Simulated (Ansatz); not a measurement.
# Pb (P6_3/mmc) in Ansatz: further runs

Runs on Pb. Level: r2SCAN. Tasks: single point, equation of state.

Everything below comes from runs of Ansatz 0.2.0. Logs are shortened: lines on timing, memory, paths and dates and some standing lists are left out, and cuts for length are marked.

**1. The structure**

The structure is hexagonal, space group P6_3/mmc (No. 194). The conventional cell has a = 3.480 Å, b = 3.480 Å, c = 5.590 Å, α = 90.00°, β = 90.00°, γ = 120.00°. Pb (site symmetry -6m2) has 12 Pb at 3.44 to 3.48 Å as nearest neighbours.

This isn't the form of Pb at room conditions, which is fcc.

**2. Single point, r2SCAN, 27.55 Å³/atom (volume scaled by 0.94)**

Contents of input.yaml:

```yaml
crystal:
  lattice:
    - [3.4089596583, 0.0, 0.0]
    - [-1.7044798292, 2.9522456646, 0.0]
    - [0.0, 0.0, 5.4758863477]
  atoms:
    - { symbol: Pb, position: [0.6666666667, 0.3333333333, 0.75] }
    - { symbol: Pb, position: [0.3333333333, 0.6666666667, 0.25] }
hamiltonian:
  xc: r2scan
  pseudopotentials: { kind: paw }
kpoints:
  mp_grid: { grid: [9, 9, 5] }
scf:
  occupations: { method: fermi_dirac, width: 0.05 }
output:
  forces: true
  stress: true
  eigenvalues: true
```

Potentials or basis: Ansatz PAW.

Launch:

```console
> ansatz run input.yaml --threads 2 --pin off --max-ram 5632MiB --backend cpu --events-out ev --progress --plain --runs-dir out
```

What it wrote:

```text
Warning: RAYON_NUM_THREADS=2 ignored (pool sized by the plan → 2); use --threads N
Engine: ansatz 0.2.0, aarch64-unknown-linux-gnu
Pseudopotentials: kind: paw
Pseudopotential: Pb, paw, valence charge 14, recommended cutoff 500 eV (meta_gga), Pb.paw.azcp
Functional definition: r2SCAN
  parameter k0 = 0.174
  parameter k1 = 0.065
  parameter a1 = 4.9479
  exchange = r2scan_x(k0 = k0, k1 = k1, a1 = a1)
  correlation = r2scan_c
Crystal: 2 atoms, lattice volume = 55.110 Å³
Basis set: ecut = 500 eV, 1387 PW (Γ), exchange–correlation on 100×100×160 points (64 copies of the dense FFT grid, shifted against one another)
Bands: 18, of which v1, the nominal top of the filled ones, is band 14 counted from 1 (13 counted from 0)
Symmetry: 24 space group operations
Space group: P63/mmc (ITA 194), of the structure as read, at distance tolerance 3.8e-5 Å
k-points: 36 of 405
Non-local potential: Pb, projectors of the file, l = 0: 2, l = 1: 2, l = 2: 2, l = 3: 2
PAW form: soft (Blöchl's): semilocal exchange-correlation on the pseudo side does not see the compensation charge
PAW frozen core: Pb, regenerated for the run's functional (the file was generated under x = pbe(κ = 0.804, μ = 0.2195149727645171), c = pbe(β = 0.06672455060314922))
PAW one-centre angular grid: Pb, 590 points (default); XC on 160 Gauss nodes
Initial density: superposition of atomic densities (neutral atoms: chi_scale 0, normalization atom), corrected by the library's trained network
Initial wavefunctions: pseudopotential atomic-orbital guess
Functional: x = r2scan, c = r2scan; τ floored in thin density (d = 2e-4 eV/Å³)
SCF iter   1: F=—  HF=-23841.511993 eV  |F-HF|=—  |Δ(HF+E_count)|=         —  Δρ=7.37e-3  dr2=2.09e-2  dr2_τ=2.60e-3  ethr=1.77e-3  ⟨swp⟩=6.4  Hψ=3393  notcnv=0
preconditioner: auto → Resta (q_TF=auto, 2.437 Å⁻¹)  ε∞=3.2  [insulator: Δε(μ)=0.189 eV  Ē_g=18.019 eV  σ=0.050 eV  W_gap=0.66  n_scr=22 (ndim 8)  ℏωp=26.5 eV  f_vac=0.000  D(μ)=0.88/eV (n_scr^D=2)  ε∞_Penn≈3.2]
SCF iter   2: F=—  HF=-23841.521898 eV  |F-HF|=—  |Δ(HF+E_count)|=   9.91e-3  Δρ=2.63e-3  dr2=3.12e-3  dr2_τ=1.35e-4  ethr=7.48e-5  ⟨swp⟩=2.1  Hψ=1563  notcnv=0  defer=10
SCF iter   3: F=—  HF=-23841.522238 eV  |F-HF|=—  |Δ(HF+E_count)|=   3.40e-4  Δρ=6.38e-4  dr2=2.85e-4  dr2_τ=6.04e-6  ethr=1.11e-5  ⟨swp⟩=2.0  Hψ=1211  notcnv=0  defer=10
SCF iter   4: F=—  HF=-23841.522497 eV  |F-HF|=—  |Δ(HF+E_count)|=   2.59e-4  Δρ=2.10e-4  dr2=1.73e-5  dr2_τ=7.55e-7  ethr=1.02e-6  ⟨swp⟩=2.0  Hψ=1120  notcnv=0  defer=10
SCF iter   5: F=—  HF=-23841.522511 eV  |F-HF|=—  |Δ(HF+E_count)|=   1.41e-5  Δρ=4.00e-5  dr2=6.30e-7  dr2_τ=4.62e-8  ethr=6.20e-8  ⟨swp⟩=2.0  Hψ=1143  notcnv=0  defer=10
SCF iter   6: F=-23841.522511 eV  HF=-23841.522511 eV  |F-HF|=2.80e-8  |Δ(HF+E_count)|=   2.99e-7  Δρ=7.53e-6  dr2=3.77e-8  dr2_τ=6.06e-10  ethr=3.57e-10  ⟨swp⟩=8.0  Hψ=3209  notcnv=0
SCF 1 converged in 6 iterations: F = -23841.522511 eV  dr2 = 3.77e-8
SCF converged after 6 iterations
Free energy (F): -23841.522511 eV
Harris-Foulkes:  -23841.522511 eV  (|F-HF|=2.80e-8)
Internal energy: -23841.514601 eV  (E = F + TS)
E sigma→0 (E₀):  -23841.518556 eV
Entropy (-TS):   -0.007910 eV (-3.955 meV/atom)
Fermi energy:    12.370498 eV
--- Per-component energies (eV) ---
  E_band       = -51.979036
  E_kinetic    = 580.580084
  E_local      = -1906.401707  (includes V_loc(G=0)·N_el)
  E_nonlocal   = 700.858842
  E_hartree    = 765.957374
  E_xc         = -417.491675
  E_vxc        = -292.033789  (∫ρ·V_xc dr)
  E_paw        = -20868.311024  (= ΣΔE_a)
  E_vpaw       = -688.375398  (= ΣTr[D̂ρ^β])
  E_aug_tail   = 0.000037  (compensation charges beyond the density's cutoff)
  E_vtau       = 21.485485  (kinetic-family band-sum trace: ∫τ·v_τ [+ j·A + Jᵃ·Aᵃ] dr)
  E_ewald      = -2698.637536
  E_core_change = 1.931005  (= ΣΔE_core)
  E_smearing   = -0.007910  (= −TS)
  E_closure    = 0.000000  (closes the sum)
  Σ components = -23841.522511   (vs F -23841.522511, Δ=0.00e0)
--- Forces (eV/Å), atoms counted from 1 ---
  atom   1  Pb    -0.00000000     0.00000000     0.00000000
  atom   2  Pb     0.00000000    -0.00000000    -0.00000000
  max |Σ_I F_I| component: 2.78e-17 eV/Å
--- Stress (GPa, compression-positive) ---
        5.234414       0.000000       0.000000
        0.000000       5.234414       0.000000
        0.000000       0.000000      10.324610
  P = ⅓ Tr σ = 6.9311 GPa (69.311 kbar)
--- Band table (eV; the first three rows and the last of 36) ---
  k-point 0: bands = ["-5.5365", "-5.4588", "-5.4588", "-5.4585", "-5.4264", "-5.4264", "-5.3607", "-5.3607", "-5.1115", "-5.1115", "-0.6207", "4.0091", "7.5390", "18.5406", "18.5406", "20.7030", "20.7030", "21.4857"]
  k-point 1: bands = ["-5.5251", "-5.4779", "-5.4779", "-5.4610", "-5.4400", "-5.4400", "-5.3147", "-5.3147", "-5.1247", "-5.1247", "-0.3912", "2.9574", "9.0602", "18.7245", "18.7245", "19.0413", "20.4882", "20.4882"]
  k-point 2: bands = ["-5.4986", "-5.4865", "-5.4865", "-5.4735", "-5.4684", "-5.4684", "-5.2357", "-5.2357", "-5.1668", "-5.1668", "0.3033", "1.4557", "11.9587", "15.3853", "19.2328", "19.2328", "19.9134", "19.9134"]
  k-point 35: bands = ["-5.5268", "-5.5268", "-5.4474", "-5.3236", "-5.3114", "-5.3114", "-5.2856", "-5.2812", "-5.1029", "-5.1029", "5.0945", "5.0945", "9.5478", "9.5478", "10.1207", "11.2320", "17.6406", "17.6406"]
```

Wall time 2.6 s (2 threads of Arm Neoverse V1, shared host); peak memory 0.44 GiB.

Results:

```
Free energy            : -23841.5225 eV
Pressure               : 6.9 GPa
Band gap on the k mesh : none (metal or under the smearing width)
```

Caveat: the PAW data sets come from PBE, with cores solved anew for the run's functional, which leaves a small shift of forces and pressure.

**3. Single point, r2SCAN, 28.14 Å³/atom (volume scaled by 0.96)**

Edit input.yaml of step 2 so:

```diff
@@ -2,5 +2,5 @@
   lattice:
-    - [3.4089596583, 0.0, 0.0]
-    - [-1.7044798292, 2.9522456646, 0.0]
-    - [0.0, 0.0, 5.4758863477]
+    - [3.4329672075, 0.0, 0.0]
+    - [-1.7164836037, 2.9730368121, 0.0]
+    - [0.0, 0.0, 5.5144501982]
   atoms:
@@ -19 +19,5 @@
   eigenvalues: true
+  write_density: true
+  write_potential: true
+  elf: true
+  volumetric_format: npy
```

Potentials or basis: Ansatz PAW.

Launch:

```console
> ansatz run input.yaml --threads 2 --pin off --max-ram 5632MiB --backend cpu --events-out ev --progress --plain --runs-dir out
```

Wall time 3.9 s (2 threads of Arm Neoverse V1, shared host); peak memory 0.48 GiB.

The run converged. Its results:

```
Free energy            : -23841.5676 eV
Pressure               : 5.4 GPa
Band gap on the k mesh : none (metal or under the smearing width)
```

Caveat: the PAW data sets come from PBE, with cores solved anew for the run's functional, which leaves a small shift of forces and pressure.

**4. Single point, r2SCAN, 28.73 Å³/atom (volume scaled by 0.98)**

Edit input.yaml of step 3 so:

```diff
@@ -2,5 +2,5 @@
   lattice:
-    - [3.4329672075, 0.0, 0.0]
-    - [-1.7164836037, 2.9730368121, 0.0]
-    - [0.0, 0.0, 5.5144501982]
+    - [3.4566435916, 0.0, 0.0]
+    - [-1.7283217958, 2.9935411621, 0.0]
+    - [0.0, 0.0, 5.552482091]
   atoms:
@@ -19,5 +19 @@
   eigenvalues: true
-  write_density: true
-  write_potential: true
-  elf: true
-  volumetric_format: npy
```

Launch:

```console
> ansatz run input.yaml --threads 2 --pin off --max-ram 5632MiB --backend cpu --events-out ev --progress --plain --runs-dir out
```

Wall time 3 s (2 threads of Arm Neoverse V1, shared host); peak memory 0.47 GiB.

It converged, with:

* Free energy: -23841.6023 eV
* Pressure: 4.1 GPa
* Band gap on the k mesh: none (metal or under the smearing width)

Caveat: the PAW data sets come from PBE, with cores solved anew for the run's functional, which leaves a small shift of forces and pressure.

**5. Single point, r2SCAN, 29.31 Å³/atom**

Edit input.yaml of step 4 so:

```diff
@@ -2,5 +2,5 @@
   lattice:
-    - [3.4566435916, 0.0, 0.0]
-    - [-1.7283217958, 2.9935411621, 0.0]
-    - [0.0, 0.0, 5.552482091]
+    - [3.48, 0.0, 0.0]
+    - [-1.74, 3.0137684052, 0.0]
+    - [0.0, 0.0, 5.59]
   atoms:
```

Launch:

```console
> ansatz run input.yaml --threads 2 --pin off --max-ram 5632MiB --backend cpu --events-out ev --progress --plain --runs-dir out
```

Run time: 3.3 s. Hardware: 2 threads of Arm Neoverse V1, shared host; peak memory 0.47 GiB.

Results (log left out):

```yaml
Free_energy: -23841.6277 eV
Pressure: 2.9 GPa
Band_gap_on_the_k_mesh: none (metal or under the smearing width)
```

Caveat: the PAW data sets come from PBE, with cores solved anew for the run's functional, which leaves a small shift of forces and pressure.

**6. Single point, r2SCAN, 29.90 Å³/atom (volume scaled by 1.02)**

Edit input.yaml of step 5 so:

```diff
@@ -2,5 +2,5 @@
   lattice:
-    - [3.48, 0.0, 0.0]
-    - [-1.74, 3.0137684052, 0.0]
-    - [0.0, 0.0, 5.59]
+    - [3.5030470293, 0.0, 0.0]
+    - [-1.7515235146, 3.033727718, 0.0]
+    - [0.0, 0.0, 5.6270209464]
   atoms:
```

Potentials or basis: Ansatz PAW.

Launch:

```console
> ansatz run input.yaml --threads 2 --pin off --max-ram 5632MiB --backend cpu --events-out ev --progress --plain --runs-dir out
```

Run time: 3.3 s. Hardware: 2 threads of Arm Neoverse V1, shared host; peak memory 0.47 GiB.

Results (log left out):

* Free energy: -23841.6448 eV
* Pressure: 1.8 GPa
* Band gap on the k mesh: none (metal or under the smearing width)

Caveat: the PAW data sets come from PBE, with cores solved anew for the run's functional, which leaves a small shift of forces and pressure.

**7. Single point, r2SCAN, 30.49 Å³/atom (volume scaled by 1.04)**

Edit input.yaml of step 6 so:

```diff
@@ -2,5 +2,5 @@
   lattice:
-    - [3.5030470293, 0.0, 0.0]
-    - [-1.7515235146, 3.033727718, 0.0]
-    - [0.0, 0.0, 5.6270209464]
+    - [3.5257947253, 0.0, 0.0]
+    - [-1.7628973626, 3.0534278007, 0.0]
+    - [0.0, 0.0, 5.6635610674]
   atoms:
```

Launch:

```console
> ansatz run input.yaml --threads 2 --pin off --max-ram 5632MiB --backend cpu --events-out ev --progress --plain --runs-dir out
```

Run time: 3.3 s. Hardware: 2 threads of Arm Neoverse V1, shared host; peak memory 0.47 GiB.

It converged, with:

- Free energy: -23841.6547 eV
- Pressure: 0.9 GPa
- Band gap on the k mesh: none (metal or under the smearing width)

Caveat: the PAW data sets come from PBE, with cores solved anew for the run's functional, which leaves a small shift of forces and pressure.

**8. Single point, r2SCAN, 31.07 Å³/atom (volume scaled by 1.06)**

Edit input.yaml of step 7 so:

```diff
@@ -2,5 +2,5 @@
   lattice:
-    - [3.5257947253, 0.0, 0.0]
-    - [-1.7628973626, 3.0534278007, 0.0]
-    - [0.0, 0.0, 5.6635610674]
+    - [3.548252622, 0.0, 0.0]
+    - [-1.774126311, 3.0728769098, 0.0]
+    - [0.0, 0.0, 5.6996356773]
   atoms:
```

Launch:

```console
> ansatz run input.yaml --threads 2 --pin off --max-ram 5632MiB --backend cpu --events-out ev --progress --plain --runs-dir out
```

Wall time 3.1 s (2 threads of Arm Neoverse V1, shared host); peak memory 0.47 GiB.

It converged, with:

```
Free energy            : -23841.6582 eV
Pressure               : 0.1 GPa
Band gap on the k mesh : none (metal or under the smearing width)
```

Caveat: the PAW data sets come from PBE, with cores solved anew for the run's functional, which leaves a small shift of forces and pressure.

**9. Equation of state, r2SCAN**

Potentials or basis: Ansatz PAW.

No new run: the results of the series are fitted here.

What came out:

```yaml
Equilibrium_volume: "31.12 Å³/atom (rough: see the caveat)"
Bulk_modulus_at_fixed_shape_and_positions: 41 GPa (rough)
```

Energy against volume, from the lowest point:
| volume (Å³/atom) | energy (meV/atom) |
| --- | --- |
| 27.555 | 67.84 |
| 28.141 | 45.28 |
| 28.727 | 27.95 |
| 29.314 | 15.25 |
| 29.900 | 6.67 |
| 30.486 | 1.73 |
| 31.073 | 0.00 |

Caveat: the minimum lies outside the volumes run; the cell was scaled at fixed shape and fractional positions, which overstates the stiffness of a crystal with free parameters, most of all of layers and chains; the PAW data sets were made with another functional, which shifts forces and pressure a little. Spin-orbit coupling is left out, which matters for the levels of Pb.
